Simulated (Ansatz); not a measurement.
Input for Ansatz (plane-wave DFT, PAW):

```yaml
crystal:
  lattice:
    - [0.0, 2.44766925, 2.44766925]
    - [2.44766925, 0.0, 2.44766925]
    - [2.44766925, 2.44766925, 0.0]
  atoms:
    - { symbol: Zr, position: [0.0, 0.0, 0.0] }
    - { symbol: O, position: [0.25, 0.25, 0.25] }
    - { symbol: O, position: [0.75, 0.75, 0.75] }
basis:
  ecutwfc: 420
kpoints:
  mp_grid: { grid: [8, 8, 8] }
hamiltonian:
  xc: pbesol
scf:
  occupations: { method: gaussian, width: 0.02 }
output:
  forces: true
  stress: true
  eigenvalues: true
  populations: true
```

It can be run as
```bash
ansatz run input.yaml --threads 1 --pin off --backend cpu --events-out ev --progress --plain --runs-dir out  # memory cap (--max-ram) not shown
```

Method: DFT PBEsol, scalar-relativistic, plane waves, PAW in Ansatz 0.2.0.

Abridged output (iterations and final results):

```
SCF iter   1: F=—  HF=-5255.358737 eV  |F-HF|=—  |Δ(HF+E_count)|=         —  Δρ=1.73e-2  dr2=6.60e-2  ethr=1.77e-3  ⟨swp⟩=6.1  Hψ=2320  notcnv=0
SCF iter   2: F=—  HF=-5255.347512 eV  |F-HF|=—  |Δ(HF+E_count)|=   1.12e-2  Δρ=9.92e-3  dr2=2.39e-2  ethr=2.75e-4  ⟨swp⟩=2.0  Hψ=1028  notcnv=0
SCF iter   3: F=—  HF=-5255.340824 eV  |F-HF|=—  |Δ(HF+E_count)|=   6.69e-3  Δρ=1.51e-3  dr2=3.39e-4  ethr=9.95e-5  ⟨swp⟩=2.0  Hψ=764  notcnv=0
SCF iter   4: F=—  HF=-5255.340840 eV  |F-HF|=—  |Δ(HF+E_count)|=   1.55e-5  Δρ=3.94e-4  dr2=1.38e-5  ethr=1.41e-6  ⟨swp⟩=2.1  Hψ=777  notcnv=0
SCF iter   5: F=—  HF=-5255.340816 eV  |F-HF|=—  |Δ(HF+E_count)|=   2.36e-5  Δρ=5.64e-5  dr2=7.60e-7  ethr=5.75e-8  ⟨swp⟩=2.5  Hψ=786  notcnv=0
SCF iter   6: F=-5255.340816 eV  HF=-5255.340816 eV  |F-HF|=5.59e-9  |Δ(HF+E_count)|=   1.65e-7  Δρ=9.13e-6  dr2=1.31e-8  ethr=4.17e-10  ⟨swp⟩=5.7  Hψ=2159  notcnv=0
SCF 1 converged in 6 iterations: F = -5255.340816 eV  dr2 = 1.31e-8
SCF converged after 6 iterations
Free energy (F): -5255.340816 eV
Harris-Foulkes:  -5255.340816 eV  (|F-HF|=5.59e-9)
Internal energy: -5255.340816 eV  (E = F + TS)
E sigma→0 (E₀):  -5255.340816 eV
Fermi energy:    15.813523 eV
--- Per-component energies (eV) ---
  E_band       = -16.220797
  E_kinetic    = 697.719071
  E_local      = -1047.872910  (includes V_loc(G=0)·N_el)
  E_nonlocal   = 173.894333
  E_hartree    = 348.533166
  E_xc         = -311.738477
  E_vxc        = -384.736012  (∫ρ·V_xc dr)
  E_paw        = -3204.511168  (= ΣΔE_a)
  E_vpaw       = -152.296321  (= ΣTr[D̂ρ^β])
  E_aug_tail   = 0.004998  (compensation charges beyond the density's cutoff)
  E_ewald      = -1911.606125
  E_core_change = 0.236296  (= ΣΔE_core)
  E_smearing   =  0.000000  (= −TS)
--- Forces (eV/Å), atoms counted from 1 ---
  atom   1  Zr     0.00000000     0.00000000     0.00000000
  atom   2  O      0.00000000     0.00000000     0.00000000
  atom   3  O      0.00000000     0.00000000     0.00000000
--- Stress (GPa, compression-positive) ---
       32.044710       0.000000       0.000000
        0.000000      32.044710       0.000000
        0.000000       0.000000      32.044710
  P = ⅓ Tr σ = 32.0447 GPa (320.447 kbar)
--- Band table (eV; the first three rows and the last of 29) ---
  k-point 0: bands = ["-33.3986", "-11.2649", "-11.2649", "-11.2649", "-4.6886", "-1.6370", "8.0157", "8.0157", "8.0157", "13.4382", "13.4382", "13.4382", "17.6059", "17.6059", "21.2652", "24.9082"]
  k-point 1: bands = ["-33.3856", "-11.4690", "-11.2824", "-11.2824", "-4.3729", "-1.8475", "8.1912", "8.1912", "8.5441", "13.0571", "13.1038", "13.1038", "17.9790", "17.9790", "21.7228", "24.2367"]
  k-point 2: bands = ["-33.3541", "-11.9055", "-11.3241", "-11.3241", "-3.7701", "-2.1460", "8.6151", "8.6151", "9.7500", "12.3014", "12.5580", "12.5580", "18.5083", "18.5083", "21.5450", "24.0671"]
  k-point 28: bands = ["-33.2795", "-12.0757", "-12.0757", "-11.5685", "-2.4294", "-2.4294", "8.7178", "8.8375", "11.4324", "11.4324", "12.4764", "13.7819", "18.9257", "19.1530", "21.3678", "21.3678"]
--- Löwdin populations: 3 sites ---
  site symbol q [e]
     0     Zr     10.6365
     1      O      6.6295
     2      O      6.6295
  spilling = 0.004354 (of n_electrons = 24.000000)
```

Self-consistency was reached.